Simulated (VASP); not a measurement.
**CdSe (F-43m): a series in uniaxial stress along [111]**

Strain engineering needs slopes: what does uniaxial stress along [111] do to the lattice and the band edges of CdSe?

Calculated with VASP 6.6.1; LDA; plane waves and PAW (Cd, Se); cell typed or built by script, in the first sound run; inputs show where later runs differ.

## 1. Starting point

The structure is cubic, space group F-43m (No. 216). Conventional cell: a = 6.050 Å, b = 6.050 Å, c = 6.050 Å, α = 90.00°, β = 90.00°, γ = 90.00°. Cd has 4 Se at 2.62 Å nearest. Nearest to Se lie 4 Cd at 2.62 Å. Farther neighbours and most contacts between anions are not listed.

As a file:

```cif
data_structure
_symmetry_space_group_name_H-M 'P 1'
_symmetry_Int_Tables_number 1
_cell_length_a 4.2780
_cell_length_b 4.2780
_cell_length_c 4.2780
_cell_angle_alpha 60.000
_cell_angle_beta 60.000
_cell_angle_gamma 60.000
_cell_volume 55.36
loop_
_atom_site_label
_atom_site_type_symbol
_atom_site_fract_x
_atom_site_fract_y
_atom_site_fract_z
_atom_site_occupancy
Cd1 Cd 0.00000 0.00000 0.00000 1
Se2 Se 0.25000 0.25000 0.25000 1
```

## 2. Relax the crystal, LDA

The series starts from the cell that this level prefers, so that zero strain is near zero stress.

This step took 2 runs in a row; the last is shown.

Level: LDA; plane waves and PAW (Cd, Se); cell typed or built by script.

INCAR

```
SYSTEM = CdSe
PREC = Accurate
ENCUT = 450
EDIFF = 1E-07
NELM = 120
ISMEAR = 0
SIGMA = 0.02
LREAL = .FALSE.
ALGO = Normal
GGA = CA
NBANDS = 15
LASPH = .TRUE.
LORBIT = 11
LWAVE = .FALSE.
LCHARG = .FALSE.
KPAR = 16
IBRION = 2
NSW = 40
ISIF = 3
EDIFFG = -0.005
POTIM = 0.4
```

POSCAR

```
CdSe
1.0
    0.0000000000      3.0102352751      3.0102352751
    3.0102352751      0.0000000000      3.0102352751
    3.0102352751      3.0102352751      0.0000000000
Cd Se
1 1
Direct
    0.0000000000      0.0000000000      0.0000000000
    0.2500000000      0.2500000000      0.2500000000
```

KPOINTS

```
Automatic mesh
0
Gamma
9 9 9
0 0 0
```

The projector-augmented-wave data sets are Cd and Se (LDA family, release 64).

Started as:

```console
mpirun -np 16 vasp_std
```

The log of the run:

```text
[banner, memory and clock lines left out]
running   16 mpi-ranks, on    1 nodes
[...]
|                                                                             |
|           W    W    AA    RRRRR   N    N  II  N    N   GGGG   !!!           |
|           W    W   A  A   R    R  NN   N  II  NN   N  G    G  !!!           |
|           W    W  A    A  R    R  N N  N  II  N N  N  G       !!!           |
|           W WW W  AAAAAA  RRRRR   N  N N  II  N  N N  G  GGG   !            |
|           WW  WW  A    A  R   R   N   NN  II  N   NN  G    G                |
|           W    W  A    A  R    R  N    N  II  N    N   GGGG   !!!           |
|                                                                             |
|     For optimal performance we recommend to set                             |
|       NCORE = 2 up to number-of-cores-per-socket                            |
|     NCORE specifies how many cores store one orbital (NPAR=cpu/NCORE).      |
|     This setting can greatly improve the performance of VASP for DFT.       |
[...]
|     Unfortunately you need to use the default for GW and RPA                |
|     calculations (for HF NCORE is supported but not extensively tested      |
|     yet).                                                                   |
|                                                                             |

 LDA part: xc-table for (Slater(with rela. corr.)+CA(PZ))
 , standard interpolation
 POSCAR, INCAR and KPOINTS ok, starting setup
[...]
entering main loop
       N       E                     dE             d eps       ncg     rms          rms(c)
DAV:   1     0.101608436630E+03    0.10161E+03   -0.81555E+03  1058   0.960E+02
DAV:   2    -0.319394261801E+01   -0.10480E+03   -0.98807E+02  1239   0.254E+02
DAV:   3    -0.711613717192E+01   -0.39222E+01   -0.39144E+01  1309   0.512E+01
DAV:   4    -0.713291401481E+01   -0.16777E-01   -0.16776E-01  1267   0.333E+00
[...]
DAV:  11    -0.676197850730E+01   -0.45949E-05   -0.17463E-05  1113   0.373E-02    0.124E-02
DAV:  12    -0.676197807923E+01    0.42807E-06   -0.17261E-06  1344   0.198E-02    0.468E-03
DAV:  13    -0.676197812872E+01   -0.49491E-07   -0.21885E-07  1127   0.299E-03
   1 F= -.67619781E+01 E0= -.67619781E+01  d E =-.676198E+01
[...]
reached required accuracy - stopping structural energy minimisation
```

Run time: 2.4 s. Hardware: 16 MPI ranks of Intel Xeon 6975P-C (Granite Rapids), shared host; peak memory 2.6 GiB; 26 s of CPU time.

Lines that name or quote the potential files are left out of all logs, and their timing lines are given in words.

OUTCAR, selected parts (step 2):

```text
  Total       -0.0057860     -0.0057860     -0.0057860      0.0000000      0.0000000      0.0000000
  in kB       -0.1699248     -0.1699248     -0.1699248      0.0000000      0.0000000      0.0000000
  external PRESSURE =      -0.1699248 kB  Pullay stress =       0.0000000 kB

 POSITION                                       TOTAL-FORCE (eV/Angst)
 -----------------------------------------------------------------------------------
      0.00000      0.00000      0.00000         0.000000      0.000000      0.000000
      1.50512      1.50512      1.50512        -0.000000     -0.000000     -0.000000
 -----------------------------------------------------------------------------------
    total drift:                               -0.000000     -0.000000     -0.000000

  FREE ENERGIE OF THE ION-ELECTRON SYSTEM (eV)
  ---------------------------------------------------
  free  energy   TOTEN  =        -6.7619781287 eV

  energy  without entropy=       -6.7619781287  energy(sigma->0) =       -6.76197813

 reached required accuracy - stopping structural energy minimisation

[... 3 further parts left out ...]
[key lines of the parts left out:]
E-fermi :   1.2255
```

Numbers from this step:

| Property | Result |
| --- | --- |
| energy(sigma→0) of the program | -6.7620 eV |
| stress, compression positive | -0.02 along [111], -0.02 across it (mean), GPa |
| volume | 54.555 Å³ |
| ionic steps | 1 |

## 3. Strain across the axis, LDA

One member in full: the axis is strained by -0.5 %, and the two directions across it are strained alike until their mean stress is under 0.012 GPa or five steps are spent.

This step took 3 runs, each at a new trial strain with the atoms of the one before; the last is shown.

Level: LDA; plane waves and PAW (Cd, Se); cell typed or built by script.

INCAR: that of step 2 with these lines changed.

```diff
@@ -15,7 +15,7 @@
 LCHARG = .FALSE.
-KPAR = 16
-IBRION = 2
-NSW = 40
-ISIF = 3
-EDIFFG = -0.005
-POTIM = 0.4
+KPAR = 4
+IBRION = 1
+NSW = 25
+ISIF = 2
+EDIFFG = -0.004
+POTIM = 0.3
```

POSCAR

```
CdSe
1.0
   -0.0129773660      3.0016727820      3.0016727820
    3.0016727820     -0.0129773660      3.0016727820
    3.0016727820      3.0016727820     -0.0129773660
Cd Se
1 1
Direct
    0.9994864237      0.9994864237      0.9994864237
    0.2505135763      0.2505135763      0.2505135763
```

KPOINTS is that of step 2.

Started as:

```console
mpirun -np 4 vasp_std
```

The log of the run:

```text
[banner, memory and clock lines left out]
running    4 mpi-ranks, on    1 nodes
[...]
LDA part: xc-table for (Slater(with rela. corr.)+CA(PZ))
 , standard interpolation
 POSCAR, INCAR and KPOINTS ok, starting setup
[...]
entering main loop
       N       E                     dE             d eps       ncg     rms          rms(c)
DAV:   1     0.998809114172E+02    0.99881E+02   -0.82453E+03  2598   0.964E+02
DAV:   2    -0.333820963951E+01   -0.10322E+03   -0.98133E+02  2984   0.251E+02
DAV:   3    -0.711691777098E+01   -0.37787E+01   -0.37677E+01  3075   0.504E+01
DAV:   4    -0.713258665416E+01   -0.15669E-01   -0.15668E-01  3117   0.322E+00
[...]
DAV:  11    -0.676162109949E+01   -0.45723E-05   -0.17415E-05  2844   0.374E-02    0.121E-02
DAV:  12    -0.676162066862E+01    0.43087E-06   -0.17724E-06  3292   0.201E-02    0.459E-03
DAV:  13    -0.676162071634E+01   -0.47713E-07   -0.20904E-07  2802   0.294E-03
   1 F= -.67616207E+01 E0= -.67616207E+01  d E =-.676162E+01
 BRION: g(F)=  0.954E-06 g(S)=  0.000E+00
[...]
N       E                     dE             d eps       ncg     rms          rms(c)
DAV:   1    -0.676162144935E+01   -0.78073E-06   -0.15065E-04  2683   0.826E-02    0.221E-03
DAV:   2    -0.676162154773E+01   -0.98380E-07   -0.11386E-06  3047   0.790E-03    0.901E-04
DAV:   3    -0.676162154601E+01    0.17221E-08   -0.71599E-09  1555   0.736E-04
   2 F= -.67616215E+01 E0= -.67616215E+01  d E =-.829670E-06
 BRION: g(F)=  0.430E-06 g(S)=  0.000E+00 retain N=  1 mean eig= 3.04
 eig:   3.040
 reached required accuracy - stopping structural energy minimisation
```

The job ended after 9.2 s (4 MPI ranks; peak memory 0.71 GiB).

From OUTCAR (step 3):

```text
  Total        0.0348341      0.0348341      0.0348341      0.0326238      0.0326238      0.0326238
  in kB        1.0251503      1.0251503      1.0251503      0.9601042      0.9601042      0.9601042
  external PRESSURE =       1.0251503 kB  Pullay stress =       0.0000000 kB

 POSITION                                       TOTAL-FORCE (eV/Angst)
 -----------------------------------------------------------------------------------
      5.98736      5.98736      5.98736         0.001573      0.001573      0.001573
      1.50060      1.50060      1.50060        -0.001573     -0.001573     -0.001573
 -----------------------------------------------------------------------------------
    total drift:                                0.000175      0.000175      0.000175

  FREE ENERGIE OF THE ION-ELECTRON SYSTEM (eV)
  ---------------------------------------------------
  free  energy   TOTEN  =        -6.7616215460 eV

  energy  without entropy=       -6.7616215460  energy(sigma->0) =       -6.76162155

[... 1 part as in an earlier step ...]

[... 3 further parts left out ...]
[key lines of the parts left out:]
E-fermi :   1.2475
```

This run gave:

```
energy(sigma→0) of the program : -6.7616 eV
stress, compression positive   : 0.29 along [111], 0.01 across it (mean), GPa
ionic steps                    : 2
```

## 4. Band edges, HSE06

Short lines in KPOINTS_OPT sample the zone centre along and across the axis, for masses, and the other valleys.

Level: HSE06; plane waves and PAW (Cd, Se); cell typed or built by script.

INCAR

```
SYSTEM = CdSe
PREC = Accurate
ENCUT = 450
EDIFF = 1E-06
NELM = 100
ISMEAR = 0
SIGMA = 0.02
LREAL = .FALSE.
ALGO = Normal
LHFCALC = .TRUE.
AEXX = 0.25
GGA = PE
HFSCREEN = 0.2
LASPH = .TRUE.
NBANDS = 14
PRECFOCK = Fast
LWAVE = .FALSE.
LCHARG = .FALSE.
KPAR = 4
```

POSCAR

```
CdSe
1.0
   -0.0129773660      3.0016727820      3.0016727820
    3.0016727820     -0.0129773660      3.0016727820
    3.0016727820      3.0016727820     -0.0129773660
Cd Se
1 1
Direct
    0.9994977487      0.9994977487      0.9994977487
    0.2505022513      0.2505022513      0.2505022513
```

KPOINTS

```
Automatic mesh
0
Gamma
5 5 5
0 0 0
```

KPOINTS_OPT

```
Line mode
6
Line-mode
Reciprocal
  0.00000000   0.00000000   0.00000000
  0.02752219   0.02752219   0.02752219

  0.00000000   0.00000000   0.00000000
 -0.01696337   0.01696337   0.00000000

  0.31000000   0.31000000   0.00000000
  0.50000000   0.50000000   0.00000000

  0.00000000   0.31000000   0.31000000
  0.00000000   0.50000000   0.50000000

  0.45000000   0.45000000   0.45000000
  0.50000000   0.50000000   0.50000000

  0.45000000   0.00000000   0.00000000
  0.50000000   0.00000000   0.00000000

  0.42500000   0.42500000   0.00000000
  0.42489673   0.44888655   0.02388655

  0.50000000   0.50000000   0.50000000
  0.48303663   0.51696337   0.50000000
```

Started as:

```console
mpirun -np 4 vasp_std
```

The log of the run:

```text
[banner, memory and clock lines left out]
running    4 mpi-ranks, on    1 nodes
[...]
|                                                                             |
|               ----> ADVICE to this user running VASP <----                  |
|                                                                             |
|     You enforced a specific xc type in the INCAR file but a different       |
|     [... a line on the potential file left out ...]
|     I HOPE YOU KNOW WHAT YOU ARE DOING!                                     |
|                                                                             |

 LDA part: xc-table for (Slater+PW92), standard interpolation
 found WAVECAR, reading the header
 POSCAR, INCAR and KPOINTS ok, starting setup
[...]
reading WAVECAR
 the WAVECAR file was read successfully
 initial charge from wavefunction
 entering main loop
       N       E                     dE             d eps       ncg     rms          rms(c)
DAV:   1    -0.684984557573E+01   -0.68498E+01   -0.11743E+00   532   0.127E+01    0.343E+00
DAV:   2    -0.684137125141E+01    0.84743E-02   -0.88282E-02   598   0.447E+00    0.178E+00
DAV:   3    -0.683523354276E+01    0.61377E-02   -0.15091E-02   634   0.164E+00    0.106E+00
DAV:   4    -0.683428432982E+01    0.94921E-03   -0.19817E-03   580   0.454E-01    0.642E-01
DAV:   5    -0.683410152697E+01    0.18280E-03   -0.31401E-04   544   0.141E-01    0.380E-01
DAV:   6    -0.683405256280E+01    0.48964E-04   -0.43887E-05   538   0.547E-02    0.221E-01
DAV:   7    -0.683403521580E+01    0.17347E-04   -0.79848E-06   538   0.247E-02    0.126E-01
DAV:   8    -0.683403047272E+01    0.47431E-05   -0.39184E-06   544   0.157E-02    0.717E-02
DAV:   9    -0.683402959770E+01    0.87503E-06   -0.16176E-06   538   0.965E-03
   1 F= -.68340296E+01 E0= -.68340296E+01  d E =-.110642E-13
 Start KPOINTS_OPT (optional k-point list driver)
k-point batch [1-19\48]
       N       E                     dE             ncg
DAV:   1     0.608036352998E+03   -0.34996E+04      540
DAV:   2    -0.192168938553E+04   -0.25297E+04      592
DAV:   3    -0.207884408723E+04   -0.15715E+03      604
DAV:   4    -0.208153897948E+04   -0.26949E+01      622
DAV:   5    -0.208155287939E+04   -0.13900E-01      640
DAV:   6    -0.208155298195E+04   -0.10256E-03      562
DAV:   7    -0.208155298335E+04   -0.14023E-05      542
DAV:   8    -0.208155298340E+04   -0.49208E-07      410
[...]
k-point batch [39-48\48]
       N       E                     dE             ncg
DAV:   1     0.464875239041E+04   -0.49899E+04      288
DAV:   2     0.340160801603E+04   -0.12471E+04      328
DAV:   3     0.333603229409E+04   -0.65576E+02      322
DAV:   4     0.333527516126E+04   -0.75713E+00      340
DAV:   5     0.333527158318E+04   -0.35781E-02      334
DAV:   6     0.333527156116E+04   -0.22017E-04      310
DAV:   7     0.333527156093E+04   -0.23721E-06      230
```

Wall time 2.7 min (4 MPI ranks); peak memory 1.2 GiB.

Parts of OUTCAR (step 4):

```text
  LATTYP: Found a trigonal (rhomboedric) cell.
 ALAT       =     4.2450261946
 COS(alpha) =     0.4956719896

 Subroutine GETGRP returns: Found  6 space group operations
 (whereof  6 operations were pure point group operations)

The static configuration has the point symmetry C_3v.

 Found     19 irreducible k-points:

   k-points           NKPTS =     19   k-points in BZ     NKDIM =    125   number of bands    NBANDS=     14

   dimension x,y,z NGX =    30 NGY =   30 NGZ =   30
   dimension x,y,z NGXF=    60 NGYF=   60 NGZF=   60

   ENCUT  =  450.0 eV  33.07 Ry    5.75 a.u.   7.34  7.34  7.34*2*pi/ulx,y,z

   NELECT =      18.0000    total number of electrons

  exchange ACFDT corr.  =         0.00000000  see jH, gK, PRB 81, 115126

 E-fermi :   0.8822

 k-point     1 :       0.0000    0.0000    0.0000
  band No.  band energies     occupation
    ...
      5      -8.0859      2.00000
      6      -8.0859      2.00000
      7       0.7559      2.00000
      8       0.7559      2.00000
      9       0.7866      2.00000
     10       2.4182      0.00000
     11       7.7599      0.00000
     12       7.7599      0.00000
     13       7.8396      0.00000
     14      11.9604      0.00000

 k-point     2 :       0.2000    0.0000    0.0000
  band No.  band energies     occupation
    ...
      5      -8.0868      2.00000
      6      -8.0859      2.00000
      7      -1.4463      2.00000
      8       0.4346      2.00000
      9       0.4639      2.00000
     10       3.9245      0.00000
     11       7.6162      0.00000
     12       8.2305      0.00000
     13       8.2770      0.00000
     14      11.9525      0.00000

 POSITION                                       TOTAL-FORCE (eV/Angst)
 -----------------------------------------------------------------------------------
      5.98736      5.98736      5.98736        -0.000614     -0.000614     -0.000614
      1.50060      1.50060      1.50060         0.000614      0.000614      0.000614
 -----------------------------------------------------------------------------------
    total drift:                                0.000221      0.000323      0.000283

  FREE ENERGIE OF THE ION-ELECTRON SYSTEM (eV)
  ---------------------------------------------------
  free  energy   TOTEN  =        -6.8340295977 eV

  energy  without entropy=       -6.8340295977  energy(sigma->0) =       -6.83402960

[... 1 part as in an earlier step ...]

[... 7 further parts left out ...]
```

Read from the output:

```
energy(sigma→0) of the program : -6.8340 eV
```

(Continued in part 2 of 2.)

[Lines on the potential files, build, host, timing and source positions are cut from VASP's logs without a mark.]

[Logs are printed without paths, hosts, clocks, repeated set-up lines and the standing remarks that a program may print on its own settings, such as how far it seeks lower states.]

[Hosts, paths, dates, database ids (printed as entryN), source tags and the programs' standing remarks are cut or masked in the printed files.]

[In band tables of VASP the shares of atoms and orbitals are scaled to a sum of 1 inside the atoms' spheres.]
